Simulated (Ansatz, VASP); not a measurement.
This is a calculation of GaSb for VASP 6.6.1.

Contents of INCAR:

```
SYSTEM = GaSb
  ALGO = Normal
  EDIFF = 1E-6
  ENCUT = 520
  GGA = PE
  ISIF = 2
  ISMEAR = 0
  LASPH = .TRUE.
  LCHARG = .TRUE.
  LELF = .TRUE.
  LREAL = .FALSE.
  LVHAR = .TRUE.
  LWAVE = .FALSE.
  NELM = 80
  PREC = Accurate
  SIGMA = 0.025
```

File KPOINTS:

```
k-points
0
G
  8 8 8
  0 0 0
```

The input POSCAR:

```
GaSb
1.0
    0.0000000000      3.0590000000      3.0590000000
    3.0590000000      0.0000000000      3.0590000000
    3.0590000000      3.0590000000      0.0000000000
Sb Ga
1 1
Direct
    0.7500000000      0.7500000000      0.7500000000
    0.0000000000      0.0000000000      0.0000000000
```

Potentials or basis: VASP PAW PBE potentials, release 64 (Sb, Ga_d).

Run with:

```console
$ cat potpaw_PBE.64/Sb/POTCAR potpaw_PBE.64/Ga_d/POTCAR > POTCAR
$ mpirun -np 1 vasp_std > vasp.out
```

Q: Translate it to Ansatz 0.2.0. Potentials there: Ansatz PAW.

A: As run (the cutoff follows the program's own potentials):

File input.yaml:

```yaml
crystal:
  lattice:
    - [0.0, 3.059, 3.059]
    - [3.059, 0.0, 3.059]
    - [3.059, 3.059, 0.0]
  atoms:
    - { symbol: Sb, position: [0.75, 0.75, 0.75] }
    - { symbol: Ga, position: [0.0, 0.0, 0.0] }
hamiltonian:
  xc: pbe
  pseudopotentials: { kind: paw }
kpoints:
  mp_grid: { grid: [8, 8, 8] }
scf:
  occupations: { method: gaussian, width: 0.025 }
output:
  forces: true
  stress: true
  eigenvalues: true
```

Potentials or basis: Ansatz PAW.

The run is started by

```console
$ ansatz run input.yaml --threads 2 --pin off --max-ram 5632MiB --backend cpu --events-out ev --progress --plain --runs-dir out
```

Both were run:

|  | VASP | Ansatz | Ansatz less VASP |
| --- | --- | --- | --- |
| gap on the k mesh at the Fermi level (eV) | 0.04 | 0.03 | -0.002 |
| least direct gap on the mesh (eV) | 0.04 | 0.03 | -0.002 |
| pressure (GPa) | 2.4 | 2.3 | -0.08 |

The two sets of potentials don't hold the same shells in valence.

Caveats: spin-orbit coupling is left out, which moves the levels of the heavy elements. A k mesh can miss the band edges.
